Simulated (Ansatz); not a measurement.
Write the native input for Ansatz 0.2.0 that does the following.

| Quantity | Value |
| --- | --- |
| Task | band structure |
| Functional | LDA |
| Potentials or basis | Ansatz PAW |
| Cutoff | 420 eV (not typed: the program's choice for these potentials) |
| k mesh | 5 × 5 × 4 |
| Occupations | fermi-dirac, width 0.05 eV |
| Spin | no spin polarisation |
| Path | [["G", "X", "M", "G", "Z", "R", "A", "Z"], ["X", "R"], ["M", "A"]] |
| Points for each segment of the path | 10 |

The system is Ge.

```
CELL_PARAMETERS angstrom
5.93000 0.00000 0.00000
0.00000 5.93000 0.00000
0.00000 0.00000 6.98000
ATOMIC_POSITIONS crystal
Ge 0.37500 0.16670 0.75000
Ge 0.33330 0.87500 0.50000
Ge 0.62500 0.83330 0.25000
Ge 0.66670 0.12500 0.00000
Ge 0.87500 0.33330 0.50000
Ge 0.83330 0.62500 0.75000
Ge 0.12500 0.66670 0.00000
Ge 0.16670 0.37500 0.25000
Ge 0.57500 0.42500 0.25000
Ge 0.92500 0.92500 0.50000
Ge 0.42500 0.57500 0.75000
Ge 0.07500 0.07500 0.00000
```

This isn't the form of Ge at room conditions, which is diamond.

These files were run (other wordings do the same):

input.yaml

```yaml
crystal:
  lattice:
    - [5.93, 0.0, 0.0]
    - [0.0, 5.93, 0.0]
    - [0.0, 0.0, 6.98]
  atoms:
    - { symbol: Ge, position: [0.375, 0.1667, 0.75] }
    - { symbol: Ge, position: [0.3333, 0.875, 0.5] }
    - { symbol: Ge, position: [0.625, 0.8333, 0.25] }
    - { symbol: Ge, position: [0.6667, 0.125, 0.0] }
    - { symbol: Ge, position: [0.875, 0.3333, 0.5] }
    - { symbol: Ge, position: [0.8333, 0.625, 0.75] }
    - { symbol: Ge, position: [0.125, 0.6667, 0.0] }
    - { symbol: Ge, position: [0.1667, 0.375, 0.25] }
    - { symbol: Ge, position: [0.575, 0.425, 0.25] }
    - { symbol: Ge, position: [0.925, 0.925, 0.5] }
    - { symbol: Ge, position: [0.425, 0.575, 0.75] }
    - { symbol: Ge, position: [0.075, 0.075, 0.0] }
hamiltonian:
  xc: lda
  pseudopotentials: { kind: paw }
kpoints:
  mp_grid: { grid: [5, 5, 4] }
  band_path:
    path:
      - [[0.0, 0.0, 0.0], [0.0, 0.5, 0.0], [0.5, 0.5, 0.0], [0.0, 0.0, 0.0], [0.0, 0.0, 0.5], [0.0, 0.5, 0.5], [0.5, 0.5, 0.5], [0.0, 0.0, 0.5]]
      - [[0.0, 0.5, 0.0], [0.0, 0.5, 0.5]]
      - [[0.5, 0.5, 0.0], [0.5, 0.5, 0.5]]
    npoints: 10
scf:
  occupations: { method: fermi_dirac, width: 0.05 }
  n_extra_bands: 30
output:
  forces: true
  stress: true
  eigenvalues: true
  fatbands: true
```

Potentials or basis: Ansatz PAW.

Run with:

```console
$ ansatz run input.yaml --threads 4 --pin off --max-ram 11264MiB --backend cpu --events-out ev --progress --plain --runs-dir out
```

Results of the run:

```yaml
Pressure: -1.4 GPa
Largest_force: 0.820 eV/Å
Band_gap_on_the_k_mesh: 0.61 eV, direct
Band_gap_along_the_path: 0.35 eV, direct
```

Caveat: the k mesh misses the band edges, so the gap on the mesh is wider than the one along the path; the PAW data sets come from PBE, with cores solved anew for the run's functional, which leaves a small shift of forces and pressure.

Run time: 72 s on 4 threads of Intel(R) Xeon(R) Platinum 8259CL CPU @ 2.50GHz (Skylake/Cascade Lake), on a shared host, peak memory 1.8 GiB.
